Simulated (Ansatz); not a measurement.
## Property card for H

These are results of DFT PBE, scalar-relativistic, plane waves, PAW (Ansatz 0.2.0), not measurements.

Plane waves to 420 eV, a k mesh through Γ of 9×9×6 on the computed 4-atom cell and Gaussian smearing (0.02 eV); no spin polarisation.

The structure is relaxed at this level of theory with its symmetry kept. Whether it is the stable form of this composition wasn't checked.

```xyz
4
Lattice="3.8711 0.0000 0.0000 -1.9356 3.3525 0.0000 0.0000 0.0000 5.0766" Properties=species:S:1:pos:R:3 pbc="T T T"
H     0.0000    2.2350    0.8938
H     1.9356    1.1175    3.4321
H     1.9356    1.1175    4.1828
H     0.0000    2.2350    1.6445
```

- Space group: P6_3/mmc (No. 194)
- Volume per atom: 16.47 Å³
- Formation energy from the elements' standard states (uncorrected): -0.008 eV/atom
- Kohn–Sham band gap: 9.32 eV, direct at Γ
- Löwdin character of the top 1 eV of the valence band: H 1s 97 %
- Electron masses at the edge by Cartesian direction of the standard setting (m_e; degenerate bands sorted by energy; no spin-orbit coupling): x: 1.2; y: 1.2; z: 1.4
- Hole masses at the edge by Cartesian direction of the standard setting (m_e; degenerate bands sorted by energy; no spin-orbit coupling): x: 11; y: 11; z: 1.4
- Bulk modulus: 0.5 GPa
- Its pressure derivative: 4.8
- Electronic dielectric constant xx, yy, zz of the standard setting (independent particles): 1.3, 1.3, 1.6
- Bader charges (e): H (4 in the cell) 0.00

An odd mesh misses points on the zone edge, so a gap read on it can be too wide. Each cell of H holds molecules, and where no dispersion correction was added their binding is poorly described.

Cost: 12 runs of about 1.6 core-minutes in all, on Arm Neoverse V1 (shared hosts).